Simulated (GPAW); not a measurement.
A run of GPAW 26.7.0 is set up as follows.

The input run.py:

```python
from ase.dft.bandgap import bandgap
from ase.io import read, write
from ase.units import GPa
from gpaw import GPAW, PW

atoms = read('POSCAR')
atoms.set_initial_magnetic_moments([1.0])

calc = GPAW(mode=PW(600),
            xc='PBE',
            kpts={'size': (11, 11, 11), 'gamma': True},
            occupations={'name': 'fermi-dirac', 'width': 0.05},
            setups={'Ni': '10'},
            nbands=-9,
            convergence={'density': 1e-05, 'energy': 1e-05},
            maxiter=150,
            txt='gpaw.txt')
atoms.calc = calc
energy = atoms.get_potential_energy()
forces = atoms.get_forces()
stress = atoms.get_stress()
calc.write('gs.gpw')
write('result.traj', atoms)
print(f'Energy: {energy:.6f} eV')
print('Forces (eV/A):')
print(forces.round(4))
print('Stress (GPa):', (stress / GPa).round(3))
print('Moments:', calc.get_magnetic_moments().round(3))
print('Fermi level:', round(calc.get_fermi_level(), 4), 'eV')
print(f'Gap: {bandgap(calc)[0]:.4f} eV, direct: {bandgap(calc, direct=True)[0]:.4f} eV')

path = atoms.cell.bandpath('GXWKGLUWLK,UX', npoints=80, eps=1e-4)
bs_calc = calc.fixed_density(kpts=path, symmetry='off', nbands=-16,
                             convergence={'bands': 'CBM+6.0', 'eigenstates': 1e-6}, txt='bands.txt')
bs = bs_calc.band_structure()
bs.write('bs.json')
print(f'Gap on the path: {bandgap(bs_calc)[0]:.4f} eV')
```

POSCAR

```
Ni
1.0
    0.0000000000      1.7375729330      1.7375729330
    1.7375729330      0.0000000000      1.7375729330
    1.7375729330      1.7375729330      0.0000000000
Ni
1
Direct
    0.0000000000      0.0000000000      0.0000000000
```

Potentials or basis: GPAW PAW data sets (gpaw-data 1.2.1), other valence, pw.

Launch:

```console
$ OMP_NUM_THREADS=1 python run.py
```

**Question.** What does it give for the pressure?

**Answer.** -1.9 GPa.

**Question.** Estimate the net moment.

**Answer.** 0.58 μB per cell.

Levels at the corners of the path, in eV from the Fermi level:
Spin up:
| point | band 3 | band 4 | band 5 | band 6 | band 7 |
| --- | --- | --- | --- | --- | --- |
| Γ | -2.52 | -2.52 | -1.27 | -1.27 | 19.80 |
| X | -0.51 | -0.41 | -0.41 | 2.35 | 9.50 |
| W | -3.22 | -1.35 | -0.42 | 7.87 | 7.87 |
| K | -2.21 | -1.11 | -0.69 | 5.81 | 7.42 |
| Γ | -2.52 | -2.52 | -1.27 | -1.27 | 19.80 |
| L | -2.51 | -0.56 | -0.56 | -0.50 | 5.89 |
| U | -2.21 | -1.11 | -0.69 | 5.81 | 7.42 |
| W | -3.22 | -1.35 | -0.42 | 7.87 | 7.87 |
| L | -2.51 | -0.56 | -0.56 | -0.50 | 5.89 |
| K | -2.21 | -1.11 | -0.69 | 5.81 | 7.42 |
| U | -2.21 | -1.11 | -0.69 | 5.81 | 7.42 |
| X | -0.51 | -0.41 | -0.41 | 2.35 | 9.50 |
Spin down:
```csv
point,band 2,band 3,band 4,band 5,band 6,band 7
Γ,-1.81,-1.81,-1.81,-0.72,-0.72,20.30
X,-3.83,0.07,0.40,0.40,2.29,9.73
W,-2.66,-2.66,-0.83,0.40,8.04,8.04
K,-3.41,-1.64,-0.57,0.11,6.00,7.59
Γ,-1.81,-1.81,-1.81,-0.72,-0.72,20.30
L,-1.93,-1.93,-0.57,0.16,0.16,6.30
U,-3.41,-1.64,-0.57,0.11,6.00,7.59
W,-2.66,-2.66,-0.83,0.40,8.04,8.04
L,-1.93,-1.93,-0.57,0.16,0.16,6.30
K,-3.41,-1.64,-0.57,0.11,6.00,7.59
U,-3.41,-1.64,-0.57,0.11,6.00,7.59
X,-3.83,0.07,0.40,0.40,2.29,9.73
```
